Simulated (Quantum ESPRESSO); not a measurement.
Ta2N:

```
Ta N
1.0
     3.11286    0.00000    0.00000
    -1.55643    2.69582    0.00000
     0.00000    0.00000    4.86984
Ta N
2 1
Direct
  0.33333 0.66667 0.25471
  0.66667 0.33333 0.74529
  0.00000 0.00000 0.00000
```

The cell comes from a database or a generator and needn't be the stable form of this composition.

- Program: Quantum ESPRESSO 7.5
- Task: single point
- Functional: PBEsol
- Potentials or basis: GBRV 1.5 PBEsol
- Cutoff: 762 eV
- Density cutoff: 6095 eV
- k mesh: 10 × 10 × 6
- Occupations: fermi-dirac, width 0.05 eV
- Spin: no spin polarisation

On this cell: pressure -9.1 GPa; largest force 0.270 eV/Å; band gap on the k mesh none (metal or under the smearing width).

The same run follows on a disturbed copy (atoms moved at random, drawn with an rms of 0.05 Å):

```
CELL_PARAMETERS angstrom
3.11286 0.00000 0.00000
-1.55643 2.69582 0.00000
0.00000 0.00000 4.86984
ATOMIC_POSITIONS crystal
Ta 0.32460 0.65342 0.25129
Ta 0.69069 0.34223 0.74321
N 0.99834 0.00588 0.00396
```

Question: What does the disturbed cell give?

Answer: The energy (extrapolated to zero smearing) moves by +9.4 meV/atom; pressure -8.4 GPa; largest force 0.767 eV/Å; band gap on the k mesh none (metal or under the smearing width).

Forces on the atoms (eV/Å):
```
Ta  -0.055  0.364  0.078
Ta  -0.430  0.010  0.384
N    0.485 -0.374 -0.462
```

Stress tensor (GPa, compression positive):
```
-8.61  0.16  0.95
 0.16 -8.48  1.13
 0.95  1.13 -8.18
```
